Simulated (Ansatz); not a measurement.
TiO2:

```xyz
9
Lattice="2.9683 0.0000 0.0000 0.0002 4.7076 0.0000 1.4836 0.2424 7.0835" Properties=species:S:1:pos:R:3 pbc="T T T"
Ti    0.0111    0.0020    0.0050
Ti    1.4933    2.3377    2.2452
Ti    2.9797    2.6161    4.8486
O     1.4969    0.9041    0.9105
O     2.9795    1.5111    3.2009
O     1.4967    1.6498    5.7110
O     2.9804    3.3042    1.3825
O     1.4963    3.4427    3.8925
O     2.9811    4.0496    6.1826
```

The cell comes from a database or a generator and needn't be the stable form of this composition.

| Quantity | Value |
| --- | --- |
| Program | Ansatz 0.2.0 |
| Task | relaxation of cell and atoms |
| Functional | r2SCAN |
| Potentials or basis | Ansatz PAW |
| Cutoff | 500 eV (not typed: the program's choice for these potentials) |
| k mesh | 9 × 6 × 4 |
| Occupations | fermi-dirac, width 0.05 eV |
| Spin | no spin polarisation |
| Hubbard terms | Ti d U = 6 eV |

At the start: volume 11.00 Å³/atom.

Task: Where does the relaxation end?

Result: It ends after 7 steps and the volume is 11.25 Å³/atom (+2.3 %); space group C2/m (No. 12, to 0.05 Å).

The path:
| step | energy change (eV) | largest force (eV/Å) | volume (Å³) |
| --- | --- | --- | --- |
| 1 | 0.0000 | 0.2868 | 98.98 |
| 2 | -0.0467 | 0.2239 | 100.97 |
| 3 | -0.0537 | 0.0522 | 101.18 |
| 4 | -0.0545 | 0.0130 | 101.26 |
| 5 | -0.0547 | 0.0079 | 101.24 |
| 6 | -0.0547 | 0.0117 | 101.27 |
| 7 | -0.0560 | 0.0115 | 101.27 |

Final structure:
```
CELL_PARAMETERS angstrom
3.02059 -0.00007 0.00012
0.00009 4.70475 -0.01544
1.51001 0.21894 7.12538
ATOMIC_POSITIONS crystal
Ti 0.00365 0.00038 0.00070
Ti 0.34609 0.48492 0.31583
Ti 0.66122 0.51583 0.68558
O 0.44108 0.18759 0.12585
O 0.77939 0.30321 0.44921
O 0.10158 0.30663 0.80484
O 0.90572 0.69412 0.19656
O 0.22790 0.69754 0.55220
O 0.56622 0.81316 0.87556
```

Caveat: the plane-wave basis is chosen anew once the cell has moved, so the energies of steps on either side of that aren't comparable; the PAW data sets come from PBE, with cores solved anew for the run's functional, which leaves a small shift of forces and pressure.
